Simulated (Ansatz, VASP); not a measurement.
BP: VASP beside Ansatz

POSCAR

```
BP
1.0
    0.0000000000      2.2690000000      2.2690000000
    2.2690000000      0.0000000000      2.2690000000
    2.2690000000      2.2690000000      0.0000000000
P B
1 1
Direct
    0.7500000000      0.7500000000      0.7500000000
    0.0000000000      0.0000000000      0.0000000000
```

INCAR.step1

```
ALGO = Normal ; EDIFF = 1E-5
ENCUT = 520 ; GGA = PE
ISIF = 2 ; ISMEAR = 0
LASPH = True ; LCHARG = False
LREAL = False ; LWAVE = True
NBANDS = 11 ; NELM = 60
PREC = Accurate ; SIGMA = 0.01
```

INCAR.step2

```
AEXX = 0.5 ; ALGO = Normal
EDIFF = 1E-6 ; ENCUT = 520
ISIF = 2 ; ISMEAR = 0
ISTART = 1 ; LASPH = True
LCHARG = False ; LHFCALC = True
LMIXTAU = True ; LREAL = False
LWAVE = False ; METAGGA = R2SCAN
NBANDS = 11 ; NELM = 60
PREC = Accurate ; PRECFOCK = Normal
SIGMA = 0.01
```

The input KPOINTS:

```
k-points
0
Gamma
  5 5 5
```

Contents of input.yaml:

```yaml
crystal:
  lattice:
    - [0.0, 2.269, 2.269]
    - [2.269, 0.0, 2.269]
    - [2.269, 2.269, 0.0]
  atoms:
    - { symbol: P, position: [0.75, 0.75, 0.75] }
    - { symbol: B, position: [0.0, 0.0, 0.0] }
hamiltonian:
  xc: r2scan50
  pseudopotentials: { kind: nc, source: spms }
kpoints:
  mp_grid: { grid: [5, 5, 5] }
scf:
  occupations: { method: fixed }
  n_extra_bands: 6
output:
  forces: true
  stress: true
  eigenvalues: true
  dos: { projected: true, de: 0.05 }
```

Alike in both runs: functional r2SCAN50; k mesh 5 × 5 × 5; no spin polarisation.

```csv
,VASP,Ansatz
version,VASP 6.6.1,Ansatz 0.2.0
potentials or method,"VASP PAW PBE potentials, release 64 (P, B)",SPMS NC
plane-wave cutoff (eV),520,789
occupations,"gaussian, width 0.01 eV",fixed
valence electrons in the cell,8,8
task,single point,projected density of states
```

Ansatz gave:

```
gap on the k mesh at the Fermi level (eV) : 4.14
least direct gap on the mesh (eV)         : 6.69
pressure (GPa)                            : -2.3
```

**Question.** Estimate VASP's values.

**Answer.** gap on the k mesh at the Fermi level (eV): 4.25; least direct gap on the mesh (eV): 6.80; pressure (GPa): -4.9.

Caveats: the k mesh is coarse (spacing up to 0.48 Å⁻¹), so the values aren't converged, least of all with exact exchange; the PAW data sets were made with another functional, which shifts forces and pressure a little (VASP); an odd mesh through Γ misses points on the zone boundary, where band edges often lie (VASP); the meta-GGA runs on potentials made for a GGA (Ansatz); odd divisions of the mesh miss points on the zone boundary, where band edges often lie, so the gap on the mesh can be too wide (Ansatz); the potentials were made for another functional, which shifts forces and pressure (Ansatz); the density of states is complete only up to the lowest level of the last band computed (Ansatz).
